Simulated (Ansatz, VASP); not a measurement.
## Ca: VASP beside Ansatz

```
Ca
1.0
    -2.30313    2.30313    2.11888
     2.30313   -2.30313    2.11888
     2.30313    2.30313   -2.11888
Ca
1
Direct
  0.00000 0.00000 0.00000
```

Alike in both runs: task single point; functional PBE; k mesh 16 × 16 × 16; occupations gaussian, width 0.15 eV; no spin polarisation.

```csv
,VASP,Ansatz
version,VASP 6.6.1,Ansatz 0.2.0
potentials or method,"VASP PAW PBE potentials, release 64 (Ca_sv)","scalar-relativistic, plane waves, PAW"
plane-wave cutoff (eV),520,420
valence electrons in the cell,10,10
```

|  | VASP | Ansatz | Ansatz less VASP |
| --- | --- | --- | --- |
| gap on the k mesh at the Fermi level (eV) | none | none | - |
| pressure (GPa) | -1.0 | -1.0 | 0.00 |
| largest component of the traceless stress (GPa) | 0.13 | 0.13 | +0.001 |

A gap of «none» marks a metal or a gap that the smearing closes. The functional is the same, so the differences come from potentials, cutoffs and numerics.
